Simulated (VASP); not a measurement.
Mg2Ge, 3 atoms in the cell. Symmetry: Fm-3m, No. 225, cubic system. The conventional cell has a = 6.364 Å, b = 6.364 Å, c = 6.364 Å, α = 90.00°, β = 90.00°, γ = 90.00°. Around Mg (site symmetry -43m) lie 4 Ge at 2.76 Å. Ge (site symmetry m-3m) is surrounded by 8 Mg at 2.76 Å. The cell was built by a generator and needn't be a form met in nature.

```yaml
Program: VASP 6.6.1
Task: single point
Functional: r2SCAN
Potentials_or_basis: VASP PAW PBE potentials, release 64 (Mg, Ge_d)
Cutoff: 520 eV
k_mesh: 5 × 5 × 5
Occupations: methfessel-paxton, width 0.0105 eV
Spin: no spin polarisation
Dipole_correction: no
Further_INCAR_settings: ALGO = Normal; EDIFF = 1e-06; NBANDS = 16
```

Potentials or basis: VASP PAW PBE potentials, release 64 (Mg, Ge_d).

The run is started by

```console
$ cat potpaw_PBE.64/Mg/POTCAR potpaw_PBE.64/Ge_d/POTCAR > POTCAR
$ cp INCAR.step1 INCAR
$ mpirun -np 1 vasp_std > vasp.out
$ cp INCAR.step2 INCAR
$ mpirun -np 1 vasp_std > vasp.out
```

Hardware: 1 thread of Intel(R) Xeon(R) 6975P-C (Granite Rapids) (shared host).

Q: Estimate the wall time of this run.

A: It took 48 s on 1 thread of Intel(R) Xeon(R) 6975P-C (Granite Rapids), with other jobs on the host, peak memory 0.21 GiB. Counts: scf iterations 9, k points 10.
